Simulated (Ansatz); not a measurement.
Bulk crystal (Cu) after relaxation:

```xyz
2
Lattice="2.5680 0.0000 0.0000 -1.2840 2.2240 0.0000 0.0000 0.0000 4.1935" Properties=species:S:1:pos:R:3 pbc="T T T"
Cu    0.0000    1.4826    1.0484
Cu    1.2840    0.7413    3.1451
```

Miller indices refer to the conventional cell of P6_3/mmc (No. 194), a = 2.568 Å, b = 2.568 Å, c = 4.194 Å, α = 90.00°, β = 90.00°, γ = 120.00°.

The (001) slab of 7 planes, 12.6 Å thick with 15 Å of vacuum as cut; outer planes Cu (top) and Cu (bottom).

Computed with DFT PBE, scalar-relativistic, plane waves, PAW (Ansatz 0.2.0). Cutoff 420 eV; k points 15×15×1 on the computed 7-atom cell (Γ-centred); Gaussian smearing, width 0.10 eV; no spin polarisation. A dipole correction removes the field between periodic images along c.

Results for the relaxed slab:

For the relaxed slab, the surface energy (mean of both faces) is 1.29 J/m² and the work function is 4.78 eV.

Relaxation lowers the energy by 0.002 J/m² a face; the largest move is 0.017 Å.

```csv
plane (bottom to top),atoms,"spacing to next, bulk (Å)",relaxed (Å),change (%)
1,Cu,2.097,2.080,-0.8
2,Cu,2.097,2.104,+0.3
3,Cu,2.097,2.107,+0.5
4,Cu,2.097,2.107,+0.5
5,Cu,2.097,2.104,+0.3
6,Cu,2.097,2.080,-0.8
7,Cu,,,
```

The reference crystal is a form of Cu, which isn't its usual structure.